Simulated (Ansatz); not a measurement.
The system is PbO2.

```xyz
3
Lattice="0.0000 2.7020 2.7020 2.7020 0.0000 2.7020 2.7020 2.7020 0.0000" Properties=species:S:1:pos:R:3 pbc="T T T"
Pb    0.0000    0.0000    0.0000
O     4.0530    4.0530    4.0530
O     1.3510    1.3510    1.3510
```

The cell comes from a database or a generator and needn't be the stable form of this composition.

| Item | Value |
| --- | --- |
| Program | Ansatz 0.2.0 |
| Task | relaxation of cell and atoms |
| Functional | RPBE |
| Potentials or basis | Ansatz PAW |
| Cutoff | 420 eV (not typed: the program's choice for these potentials) |
| k mesh | 9 × 9 × 9 |
| Occupations | fermi-dirac, width 0.05 eV |
| Spin | no spin polarisation |

At the start: volume 13.15 Å³/atom.

Q: Where does the relaxation end?

A: It ends after 6 steps and the volume is 13.59 Å³/atom (+3.3 %); space group Fm-3m (No. 225, to 0.05 Å).

Step by step:
```tsv
step	energy change (eV)	largest force (eV/Å)	volume (Å³)
1	0.0000	0.0000	39.45
2	-0.0108	0.0000	40.95
3	-0.0121	0.0000	40.72
4	-0.0170	0.0000	40.72
5	-0.0169	0.0000	40.77
6	-0.0170	0.0000	40.77
```

Final structure:
```
Pb O
1.0
     0.00000    2.73183    2.73183
     2.73183    0.00000    2.73183
     2.73183    2.73183    0.00000
Pb O
1 2
Direct
  0.00000 0.00000 0.00000
  0.75000 0.75000 0.75000
  0.25000 0.25000 0.25000
```

Caveat: the plane-wave basis is chosen anew once the cell has moved, so the energies of steps on either side of that aren't comparable; the pressure holds a Pulay correction of +0.5 GPa for the finite cutoff; the PAW data sets come from PBE, with cores solved anew for the run's functional, which leaves a small shift of forces and pressure.
